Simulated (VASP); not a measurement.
# Al in VASP: notebook, part 4 of 4

VASP 6.6.1.

### 5 Work function, r2SCAN

INCAR reads:

```
PREC = Accurate
ENCUT = 520
EDIFF = 1E-6
ISMEAR = -1
SIGMA = 0.05
LREAL = F
LASPH = T
NELM = 80
ALGO = Normal
ISIF = 2
LWAVE = F
LCHARG = T
LDIPOL = T
IDIPOL = 3
DIPOL = 0.5 0.5 0.500
METAGGA = R2SCAN
LMIXTAU = T
LELF = T
LVHAR = T
LVACPOTAV = T
```

KPOINTS reads:

```
Automatic mesh
0
Gamma
  8 8 1
```

POSCAR reads:

```
Al
1.0
    2.8270770242      0.0000000000      0.0000000000
   -1.4135385121      2.4483205214      0.0000000000
    0.0000000000      0.0000000000     26.4824913375
Al
6
Direct
    0.6666666700      0.3333333400      0.2832059833
    0.0000000000      0.0000000000      0.3699235900
    0.3333333300      0.6666666600      0.4566411967
    0.0000000000      0.0000000000      0.5433588033
    0.6666666700      0.3333333400      0.6300764100
    0.0000000000      0.0000000000      0.7167940167
```

Potentials or basis: VASP PAW PBE potentials, release 64 (Al).

On the command line:

```bash
cat potpaw_PBE.64/Al/POTCAR > POTCAR
mpirun -np 1 vasp_std > vasp.out
```

OUTCAR:

```text
PREC = Accurate
   ENCUT = 520
   EDIFF = 1E-6
   ISMEAR = -1
   LREAL = F
   LASPH = T
   NELM = 80
   ISIF = 2
   METAGGA = R2SCAN

 ion  position               nearest neighbor table
   1  0.667  0.333  0.283-   2 2.82   2 2.82   2 2.82
   2  0.000  0.000  0.370-   3 2.82   1 2.82   1 2.82   3 2.82   1 2.82   3 2.82
   3  0.333  0.667  0.457-   4 2.82   2 2.82   4 2.82   4 2.82   2 2.82   2 2.82
   4  0.000  0.000  0.543-   3 2.82   5 2.82   3 2.82   3 2.82   5 2.82   5 2.82
   5  0.667  0.333  0.630-   4 2.82   6 2.82   4 2.82   6 2.82   4 2.82   6 2.82
   6  0.000  0.000  0.717-   5 2.82   5 2.82   5 2.82

  LATTYP: Found a hexagonal cell.
 ALAT       =     2.8270770242
 C/A-ratio  =     9.3674459913

  Lattice vectors:

 A1 = (   2.8270770242,   0.0000000000,   0.0000000000)
 A2 = (  -1.4135385121,   2.4483205214,   0.0000000000)
 A3 = (   0.0000000000,   0.0000000000,  26.4824913375)

Analysis of symmetry for initial positions (statically):
=====================================================================
 Subroutine PRICEL returns:
 Original cell was already a primitive cell.

 Routine SETGRP: Setting up the symmetry group for a
 hexagonal supercell.

 Subroutine GETGRP returns: Found  6 space group operations
 (whereof  6 operations were pure point group operations)
 out of a pool of 24 trial point group operations.

The static configuration has the point symmetry C_3v.

Analysis of symmetry for dynamics (positions and initial velocities):
=====================================================================
 Subroutine PRICEL returns:
 Original cell was already a primitive cell.

 Routine SETGRP: Setting up the symmetry group for a
 hexagonal supercell.

 Subroutine GETGRP returns: Found  6 space group operations
 (whereof  6 operations were pure point group operations)
 out of a pool of 24 trial point group operations.

The dynamic configuration has the point symmetry C_3v.

 Subroutine INISYM returns: Found  6 space group operations
 (whereof  6 operations are pure point group operations),
 and found     1 'primitive' translations

----------------------------------------------------------------------------------------

                                     Primitive cell

  volume of cell :     183.3010

  direct lattice vectors                    reciprocal lattice vectors
     2.827077024  0.000000000  0.000000000     0.353722234  0.204221627  0.000000000
    -1.413538512  2.448320521  0.000000000     0.000000000  0.408443254  0.000000000
     0.000000000  0.000000000 26.482491338     0.000000000  0.000000000  0.037760798

  length of vectors
     2.827077024  2.827077024 26.482491338     0.408443254  0.408443254  0.037760798

  position of ions in fractional coordinates (direct lattice)
     0.666666670  0.333333340  0.283205983
     0.000000000  0.000000000  0.369923590
     0.333333330  0.666666660  0.456641197
     0.000000000  0.000000000  0.543358803
     0.666666670  0.333333340  0.630076410
     0.000000000  0.000000000  0.716794017

  ion indices of the primitive-cell ions
   primitive index   ion index
                 1           1
                 2           2
                 3           3
                 4           4
                 5           5
                 6           6

[... 47 lines left out ...]
   PREC   = accura    normal or accurate (medium, high low for compatibility)
   ISTART =      0    job   : 0-new  1-cont  2-samecut
   ICHARG =      2    charge: 1-file 2-atom 10-const
   ISPIN  =      1    spin polarized calculation?
   LNONCOLLINEAR =      F non collinear calculations
   LSORBIT =      F    spin-orbit coupling
   LASPH  =      T    aspherical Exc in radial PAW
   ENCUT  =  520.0 eV  38.22 Ry    6.18 a.u.   5.26  5.26 49.24*2*pi/ulx,y,z
   NELM   =     80;   NELMIN=  2; NELMDL= -5     # of ELM steps
   EDIFF  = 0.1E-05   stopping-criterion for ELM
   LREAL  =      F    real-space projection
   EDIFFG = 0.1E-04   stopping-criterion for IOM
   NSW    =      0    number of steps for IOM
   IBRION =     -1    ionic relax: 0-MD 1-quasi-New 2-CG
   NFREE  =      0    steps in history (QN), initial steepest desc. (CG)
   ISIF   =      2    stress and relaxation
   ISYM   =      2    0-nonsym 1-usesym 2-fastsym
   POTIM  = 0.5000    time-step for ionic-motion
   TEBEG  =    0.0;   TEEND  =   0.0 temperature during run
   PSTRESS=    0.0 pullay stress
   NELECT =      18.0000    total number of electrons
   NUPDOWN=      -1.0000    fix difference up-down
   EMIN   =  10.00;   EMAX   =-10.00  energy-range for DOS
   EFERMI =   0.00;   METHOD = LEGACY
   ISMEAR =    -1;   SIGMA  =   0.05  broadening in eV -4-tet -1-fermi 0-gaus
   EFERMI_NEDOS =   21; number of points for ismear=-14 and -15
   IALGO  =     38    algorithm
   IMIX   =      4    mixing-type and parameters
     AMIX     =   0.40;   BMIX     =  1.00
     AMIX_MAG =   1.60;   BMIX_MAG =  1.00
  volume/ion in A,a.u.               =      30.55       206.16
  Fermi-wavevector in a.u.,A,eV,Ry     =   0.755285  1.427281  7.761513  0.570455
  Thomas-Fermi vector in A             =   1.853144
   LORBIT       =      0    0 simple, 1 ext, 2 COOP (PROOUT), +10 PAW based schemes
   METAGGA = R2SCAN    functional components
   LHFCALC =     F    Hartree Fock is set to
   AEXX    =    0.0000 exact exchange contribution
   IVDW    =     0    specifies the selected vdW correction
   LEPSILON=     F    determine dielectric tensor
   LRPA    =     F    only Hartree local field effects (RPA)
 non-spin polarized calculation
  energy-cutoff  :      520.00
  volume of cell :      183.30
 maximum number of plane-waves:      4980
 NGX is ok and might be reduce to    24
   NGX = 11   NGY = 11   NGZ = 99

 dipolmoment           0.000000      0.000000      0.000053 electrons x Angstroem

 number of electron      18.0000000 magnetization

 dipolmoment           0.000000      0.000000     -0.001566 electrons x Angstroem

 Free energy of the ion-electron system (eV)
  ---------------------------------------------------
  ext. energy  EPLUGINS =         0.00000000
  ---------------------------------------------------
  free energy    TOTEN  =       -39.55040059 eV

  energy without entropy =      -39.53475384  energy(sigma->0) =      -39.54257721

 E-fermi :   2.5250     XC(G=0):  -6.3975

 val. band max:        2.1419352548   @ k =   0.2500   0.2500   0.0000
 cond. band min:       2.5854323111   @ k =   0.2500   0.1250   0.0000
 fundamental gap:      0.4434970563
 Fermi energy:         2.5249796777

 k-point     1 :       0.0000    0.0000    0.0000
  band No.  band energies     occupation
      1      -9.4647      2.00000
      2      -8.9265      2.00000
      3      -8.0594      2.00000
      4      -6.8232      2.00000
      5      -5.2873      2.00000
      6      -3.3778      2.00000
      7      -1.7088      2.00000
      8       0.6768      2.00000
      9       2.9764      0.00024
     10       5.0618      0.00000
     11       6.2435      0.00000
     12       7.1876      0.00000
     13       7.3036      0.00000
[... 130 lines left out ...]
  band No.  band energies     occupation
      1      -1.9374      2.00000
      2      -1.9005      2.00000
      3      -1.4600      2.00000
      4      -1.3895      2.00000
      5      -0.6580      2.00000
      6      -0.6469      2.00000
      7       0.6091      2.00000
      8       0.7247      2.00000
      9       1.1277      2.00000
     10       1.3685      2.00000
     11       2.0365      1.99989
     12       2.5965      0.38591
     13       2.8626      0.00233

------------------------ aborting loop because EDIFF is reached ----------------------------------------

  FORCE on cell =-STRESS in cart. coord.  units (eV):
  Direction    XX          YY          ZZ          XY          YZ          ZX
  --------------------------------------------------------------------------------------
  -------------------------------------------------------------------------------------
  Total       -1.9327177     -1.9327177      1.2366561      0.0000000      0.0000000      0.0000000
  in kB      -16.8932903    -16.8932903     10.8092304      0.0000000      0.0000000      0.0000000
  external PRESSURE =      -7.6591167 kB  Pullay stress =       0.0000000 kB

 VOLUME and BASIS-vectors are now :
 -----------------------------------------------------------------------------
  energy-cutoff  :      520.00
  volume of cell :      183.30
      direct lattice vectors                 reciprocal lattice vectors
     2.827077024  0.000000000  0.000000000     0.353722234  0.204221627  0.000000000
    -1.413538512  2.448320521  0.000000000     0.000000000  0.408443254  0.000000000
     0.000000000  0.000000000 26.482491338     0.000000000  0.000000000  0.037760798

 POSITION                                       TOTAL-FORCE (eV/Angst)
 -----------------------------------------------------------------------------------
      1.41354      0.81611      7.50000         0.000000     -0.000000     -0.092576
      0.00000      0.00000      9.79650         0.000000     -0.000000      0.058207
      0.00000      1.63221     12.09300         0.000000      0.000000     -0.166667
      0.00000      0.00000     14.38949        -0.000000     -0.000000      0.155081
      1.41354      0.81611     16.68599        -0.000000      0.000000     -0.120482
      0.00000      0.00000     18.98249         0.000000     -0.000000      0.166437
 -----------------------------------------------------------------------------------
    total drift:                               -0.000000      0.000001      0.000014

  FREE ENERGIE OF THE ION-ELECTRON SYSTEM (eV)
  ---------------------------------------------------
  free  energy   TOTEN  =       -39.5504005931 eV

  energy  without entropy=      -39.5347538361  energy(sigma->0) =      -39.54257721

 vacuum level on the upper side and lower side of the slab         6.558         6.599
```

Run time: 2.6 min. Hardware: 1 thread of Intel Xeon 6975P-C (Granite Rapids), shared host; peak memory 0.36 GiB.

Results:

| Quantity | Value |
| --- | --- |
| Free energy | -39.5504 eV |
| Largest force | 0.167 eV/Å |
| Band gap on the k mesh | none (metal or under the smearing width) |
| Work function of the upper face | 4.03 eV |
| Work function of the lower face | 4.07 eV |

Forces in eV/Å, atoms in the order of the input:
```
Al   0.000  0.000 -0.093
Al   0.000  0.000  0.058
Al   0.000  0.000 -0.167
Al   0.000  0.000  0.155
Al   0.000  0.000 -0.120
Al   0.000  0.000  0.166
```

Caveat: the PAW data sets were made with another functional, which shifts forces and pressure a little.

### 6 Work function, TPSS

INCAR, as its differences from that of step 5:

```diff
@@ -15,3 +15,3 @@
 DIPOL = 0.5 0.5 0.500
-METAGGA = R2SCAN
+METAGGA = TPSS
 LMIXTAU = T
```

KPOINTS is that of step 5.

POSCAR is that of step 5.

Potentials or basis: VASP PAW PBE potentials, release 64 (Al).

On the command line:

```bash
cat potpaw_PBE.64/Al/POTCAR > POTCAR
mpirun -np 1 vasp_std > vasp.out
```

OUTCAR:

```text
PREC = Accurate
   ENCUT = 520
   EDIFF = 1E-6
   ISMEAR = -1
   LREAL = F
   LASPH = T
   NELM = 80
   ISIF = 2
   METAGGA = TPSS

 ion  position               nearest neighbor table
   1  0.667  0.333  0.283-   2 2.82   2 2.82   2 2.82
   2  0.000  0.000  0.370-   3 2.82   1 2.82   1 2.82   3 2.82   1 2.82   3 2.82
   3  0.333  0.667  0.457-   4 2.82   2 2.82   4 2.82   4 2.82   2 2.82   2 2.82
   4  0.000  0.000  0.543-   3 2.82   5 2.82   3 2.82   3 2.82   5 2.82   5 2.82
   5  0.667  0.333  0.630-   4 2.82   6 2.82   4 2.82   6 2.82   4 2.82   6 2.82
   6  0.000  0.000  0.717-   5 2.82   5 2.82   5 2.82

  LATTYP: Found a hexagonal cell.
 ALAT       =     2.8270770242
 C/A-ratio  =     9.3674459913

  Lattice vectors:

 A1 = (   2.8270770242,   0.0000000000,   0.0000000000)
 A2 = (  -1.4135385121,   2.4483205214,   0.0000000000)
 A3 = (   0.0000000000,   0.0000000000,  26.4824913375)

Analysis of symmetry for initial positions (statically):
=====================================================================
 Subroutine PRICEL returns:
 Original cell was already a primitive cell.

 Routine SETGRP: Setting up the symmetry group for a
 hexagonal supercell.

 Subroutine GETGRP returns: Found  6 space group operations
 (whereof  6 operations were pure point group operations)
 out of a pool of 24 trial point group operations.

The static configuration has the point symmetry C_3v.

Analysis of symmetry for dynamics (positions and initial velocities):
=====================================================================
 Subroutine PRICEL returns:
 Original cell was already a primitive cell.

 Routine SETGRP: Setting up the symmetry group for a
 hexagonal supercell.

 Subroutine GETGRP returns: Found  6 space group operations
 (whereof  6 operations were pure point group operations)
 out of a pool of 24 trial point group operations.

The dynamic configuration has the point symmetry C_3v.
[... 129 lines left out ...]

 dipolmoment           0.000000      0.000000     -0.001905 electrons x Angstroem

 number of electron      18.0000000 magnetization

 dipolmoment           0.000000      0.000000      0.013777 electrons x Angstroem

 Free energy of the ion-electron system (eV)
  ---------------------------------------------------
  ext. energy  EPLUGINS =         0.00000000
  ---------------------------------------------------
  free energy    TOTEN  =       -46.61826292 eV

  energy without entropy =      -46.60196294  energy(sigma->0) =      -46.61011293

 E-fermi :   2.4809     XC(G=0):  -6.2280

 val. band max:        2.1269824244   @ k =   0.2500   0.0000   0.0000
 cond. band min:       2.5372761508   @ k =   0.3750   0.2500   0.0000
 fundamental gap:      0.4102937264
 Fermi energy:         2.4809279481

 k-point     1 :       0.0000    0.0000    0.0000
  band No.  band energies     occupation
      1      -8.8261      2.00000
      2      -8.3202      2.00000
      3      -7.5113      2.00000
      4      -6.3526      2.00000
      5      -4.9158      2.00000
      6      -3.1534      2.00000
      7      -1.4777      2.00000
      8       0.7307      2.00000
      9       2.9228      0.00029
     10       4.9171      0.00000
     11       5.8521      0.00000
     12       6.7586      0.00000
     13       6.9265      0.00000
[... 130 lines left out ...]
  band No.  band energies     occupation
      1      -1.7356      2.00000
      2      -1.6657      2.00000
      3      -1.2656      2.00000
      4      -1.2002      2.00000
      5      -0.5144      2.00000
      6      -0.4807      2.00000
      7       0.6599      2.00000
      8       0.7925      2.00000
      9       1.1646      2.00000
     10       1.4327      2.00000
     11       2.0264      1.99977
     12       2.5373      0.48944
     13       2.7032      0.02321

------------------------ aborting loop because EDIFF is reached ----------------------------------------

  FORCE on cell =-STRESS in cart. coord.  units (eV):
  Direction    XX          YY          ZZ          XY          YZ          ZX
  --------------------------------------------------------------------------------------
  -------------------------------------------------------------------------------------
  Total       -0.9871183     -0.9871183      2.0388417     -0.0000000     -0.0000000      0.0000000
  in kB       -8.6280972     -8.6280972     17.8208876     -0.0000000     -0.0000000      0.0000000
  external PRESSURE =       0.1882310 kB  Pullay stress =       0.0000000 kB

 VOLUME and BASIS-vectors are now :
 -----------------------------------------------------------------------------
  energy-cutoff  :      520.00
  volume of cell :      183.30
      direct lattice vectors                 reciprocal lattice vectors
     2.827077024  0.000000000  0.000000000     0.353722234  0.204221627  0.000000000
    -1.413538512  2.448320521  0.000000000     0.000000000  0.408443254  0.000000000
     0.000000000  0.000000000 26.482491338     0.000000000  0.000000000  0.037760798

 POSITION                                       TOTAL-FORCE (eV/Angst)
 -----------------------------------------------------------------------------------
      1.41354      0.81611      7.50000        -0.000000     -0.000000     -0.147282
      0.00000      0.00000      9.79650         0.000000     -0.000000      0.047074
      0.00000      1.63221     12.09300         0.000000      0.000000     -0.166903
      0.00000      0.00000     14.38949         0.000000     -0.000000      0.166880
      1.41354      0.81611     16.68599         0.000000      0.000000     -0.120346
      0.00000      0.00000     18.98249        -0.000000     -0.000000      0.220577
 -----------------------------------------------------------------------------------
    total drift:                               -0.000000      0.000000      0.001065

  FREE ENERGIE OF THE ION-ELECTRON SYSTEM (eV)
  ---------------------------------------------------
  free  energy   TOTEN  =       -46.6182629171 eV

  energy  without entropy=      -46.6019629384  energy(sigma->0) =      -46.61011293
```

OSZICAR:

```text
N       E                     dE             d eps       ncg     rms          rms(c)
DAV:   1     0.134595138065E+03    0.13460E+03   -0.79468E+03   382   0.184E+03
DAV:   2     0.310588116248E+02   -0.10354E+03   -0.95724E+02   456   0.379E+02
DAV:   3     0.199395473273E+02   -0.11119E+02   -0.10305E+02   440   0.150E+02
[... 13 lines left out ...]
DAV:  57    -0.466184054314E+02   -0.14236E-03   -0.10592E-04   275   0.903E-02    0.191E-01
DAV:  58    -0.466183676998E+02    0.37732E-04   -0.71073E-05   280   0.682E-02    0.121E-01
DAV:  59    -0.466182894672E+02    0.78233E-04   -0.21873E-05   290   0.536E-02    0.927E-02
DAV:  60    -0.466182623301E+02    0.27137E-04   -0.73242E-06   320   0.332E-02    0.808E-02
DAV:  61    -0.466182629171E+02   -0.58701E-06   -0.36928E-06   282   0.275E-02
   1 F= -.46618263E+02 E0= -.46610113E+02  d E =-.163000E-01
```

stdout:

```text
POSCAR found type information on POSCAR Al
 POSCAR found :  1 types and       6 ions
 scaLAPACK will be used
 -----------------------------------------------------------------------------
|                                                                             |
[... 60 lines left out ...]
|     field-free region was found. Please increase the size of  your cell     |
|     in the dimension of the dipole correction to obtain accurate            |
|     workfunction values.                                                    |
|                                                                             |
 -----------------------------------------------------------------------------
```

It took 4.3 min on 1 thread of Intel Xeon 6975P-C (Granite Rapids), shared host; peak memory 0.36 GiB.

Results:

```
Free energy            : -46.6183 eV
Largest force          : 0.221 eV/Å
Band gap on the k mesh : none (metal or under the smearing width)
```

Forces in eV/Å, atoms in the order of the input:
```
Al   0.000  0.000 -0.147
Al   0.000  0.000  0.047
Al   0.000  0.000 -0.167
Al   0.000  0.000  0.167
Al   0.000  0.000 -0.120
Al   0.000  0.000  0.221
```

Levels at points of the mesh, in eV from the Fermi level:
```tsv
k point	band 6	band 7	band 8	band 9	band 10	band 11	band 12	band 13
(0.00, 0.00, 0.00)	-5.63	-3.96	-1.75	0.44	2.44	3.37	4.28	4.45
(0.50, 0.00, 0.00)	-4.04	-2.83	-2.74	-1.57	-1.15	0.31	0.48	1.73
```

Caveat: the PAW data sets were made with another functional, which shifts forces and pressure a little.

### 7 Summary

| level | gap on the mesh (eV) | largest force (eV/Å) | work function (eV) |
| --- | --- | --- | --- |
| revPBE | none | 0.34 | 3.91 |
| BLYP | none | 0.45 | 3.56 |
| PW91 | none | 0.31 | 4.01 |
| r2SCAN | none | 0.17 | 4.03 |
| TPSS | none | 0.22 | - |

Alike in all rows: task work function; potentials or basis VASP PAW PBE potentials, release 64 (Al); no spin polarisation; cell as given; k mesh 8 × 8 × 1; cutoff (eV) 520; smearing fermi-dirac 0.05 eV.

Every run on the cell as given and a fine mesh finds a metal.

Caveats: the PAW data sets were made with another functional, which shifts forces and pressure a little.

Absolute energies hang on the potentials; compare differences alone.
